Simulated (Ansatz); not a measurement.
AgCl built on the rocksalt prototype, relaxed with r2SCAN in the PAW code Ansatz. Space group Fm-3m (No. 225), cubic; a = 5.546 Å in the conventional setting, 21.33 Å³ an atom. Ag has 6 Cl at 2.77 Å; Cl has 6 Ag at 2.77 Å.

The axes x, y and z are those of this cell:
```yaml
crystal:
  lattice:
    - [0.00000, 2.77318, 2.77318]
    - [2.77318, 0.00000, 2.77318]
    - [2.77318, 2.77318, 0.00000]
  atoms:
    - { symbol: Ag, position: [0.00000, 0.00000, 0.00000] }
    - { symbol: Cl, position: [0.50000, 0.50000, 0.50000] }
```

Unstrained: With PBE the valence top lies at L and the conduction bottom at Γ, 0.912 eV higher; the smallest vertical gap, at Γ–K (0.10 of the way from Γ), is 3.005 eV. The r2SCAN gap is indirect, 1.475 eV (L to Γ), below the direct gap of 3.590 eV at Γ–K (0.10 of the way from Γ). HSE06 gives an indirect gap of 2.411 eV, from L to Γ; the least direct gap is 4.544 eV at Γ–K (0.10 of the way from Γ). Meshes: PBE 8×8×8, r2SCAN 8×8×8, HSE06 6×6×6. Strains are changes of length per length, and xy shears are angles. After each strain the atoms were relaxed again with r2SCAN within the symmetry that the strain leaves, so tilts or polar shifts that break it weren't tested; points keep the names that they have in the unstrained zone. No spin polarisation and no zero-point or thermal motion.

(1) Estimate what uniaxial +2.3 % along [111], other directions held does to the gap.

(2) Estimate what epitaxial +1.03 % in the xy plane, free normal strain -1.21 % does to the gap.

(3) Apply xy shear, engineering strain (angle) -3.34 %. How far does the gap move, against the unstrained cell?

(4) Order the strained cells by their HSE06 gap, smallest first.
A. epitaxial +1.03 % in the xy plane
B. xy shear, engineering strain (angle) -3.34 %
C. uniaxial +2.3 % along [111], other directions held

Answers

(1) PBE: the gap goes from 0.912 to 0.897 eV (-0.015 eV). r2SCAN: the gap goes from 1.475 to 1.455 eV (-0.020 eV). HSE06: the gap goes from 2.411 to 2.397 eV (-0.014 eV). The r2SCAN energy rises by 2.1 meV an atom.

(2) PBE: the gap goes from 0.912 to 0.849 eV (-0.063 eV). r2SCAN: the gap goes from 1.475 to 1.407 eV (-0.068 eV). HSE06: the gap goes from 2.411 to 2.340 eV (-0.071 eV). The r2SCAN energy rises by 0.9 meV an atom.

(3) PBE: the gap goes from 0.912 to 0.880 eV (-0.032 eV). r2SCAN: the gap goes from 1.475 to 1.443 eV (-0.032 eV). HSE06: the gap goes from 2.411 to 2.377 eV (-0.034 eV). The r2SCAN energy rises by 0.4 meV an atom.

(4) A (2.34 eV), B (2.38 eV), C (2.40 eV).

The runs are scalar-relativistic, without spin-orbit coupling.

The meshes of the hybrids are coarse, so their gaps aren't converged to the digits shown.
